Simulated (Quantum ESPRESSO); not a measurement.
**Li: phonons at N under several settings**

```
Li
1.0
    -1.75465    1.75465    1.75465
     1.75465   -1.75465    1.75465
     1.75465    1.75465   -1.75465
Li
1
Direct
  0.00000 0.00000 0.00000
```

All runs used Quantum ESPRESSO 7.5; k mesh 11 × 11 × 11; relaxed cell; no spin polarisation; cutoff 612 eV; occupations cold, width 0.2 eV.

```tsv
level	potentials	volume (Å³/atom)	frequencies (cm⁻¹)
LDA	GBRV 1.5 LDA	18.97	37i 214 352
PBE	GBRV 1.5 PBE	20.24	29 214 340
PBEsol	GBRV 1.5 PBEsol	20.22	30i 209 339
revPBE	GBRV 1.5 PBE	21.12	39 211 331
PW91	GBRV 1.5 PBE	20.37	74 223 352
AM05	GBRV 1.5 PBE	?	?
vdW-DF-cx	GBRV 1.5 PBE	21.15	89 225 342
```

Problem. What stands in the row left open?

Solution. Volume 20.64 Å³/atom; frequencies 39i 206 344 cm⁻¹.

Values marked i are imaginary: the cell is unstable against those modes at that level, or the meshes are too thin.

Caveats: the q point doesn't lie on the k mesh, which can shift a metal's frequencies strongly unless the mesh is converged; the potentials were made for another functional, which shifts forces and pressure (some runs); some modes are imaginary (some runs).

For the row left open. Caveat: the potentials were made for another functional, which shifts forces and pressure; some modes are imaginary; the q point doesn't lie on the k mesh, which can shift a metal's frequencies strongly unless the mesh is converged.
